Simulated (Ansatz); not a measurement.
Planning a run of Ansatz 0.2.0 on AsP (honeycomb bilayer). The input:

```yaml
crystal:
  lattice:
    - [3.4392873884, 0.0, 0.0]
    - [-1.7196436942, 2.9785102493, 0.0]
    - [0.0, 0.0, 34.2]
  atoms:
    - { symbol: P, position: [0.3333333333, 0.6666666667, 0.4578310758] }
    - { symbol: As, position: [0.6666666667, 0.3333333333, 0.4192374731] }
    - { symbol: P, position: [0.0, 0.0, 0.5807625269] }
    - { symbol: As, position: [0.6666666667, 0.3333333333, 0.5422908274] }
  periodic: [true, true, false]
kpoints:
  mp_grid: { grid: [6, 6, 1] }
hamiltonian:
  xc: pbe
scf:
  occupations: { method: fixed }
gw:
  n_empty_bands: 208
  ecut_chi: 41
  qp_bands: [v2, c2]
  qp_kpoints: band_edges
  screening: { model: contour_deformation }
```

```sh
ansatz run input.yaml --threads 4 --pin off --max-ram 17510MiB --backend cpu --events-out ev --progress --plain --runs-dir out
```

**Question.** How long will it take on 4 threads of Arm Neoverse V2, shared host, and how much memory?

It took 56 s; on shared hardware allow 28 s to 1.9 min. Peak host memory was 2.0 GiB. The sizes that set the cost: 6823 plane waves a state, 7 irreducible k points, 228 bands summed, 197 plane waves in the screening and 9 SCF cycles.

The screening grows as filled bands × empty bands × pairs of k points, times the square of the screening basis for the matrix.

[Paths, hosts, dates, memory and timing lines, banners, echoed tables and standing remarks are left out of the program output.]

[Logs are printed without paths, hosts, clocks, repeated set-up lines and the standing remarks that a program may print on its own settings, such as how far it seeks lower states.]

[Runs of the session that timed out or met a known fault of the program may be left out.]

[Cells called generated may have been cut or substituted from an entry of the Crystallography Open Database or the Materials Project.]

[Hosts, paths, dates, database ids (printed as entryN), source tags and the programs' standing remarks are cut or masked in the printed files.]
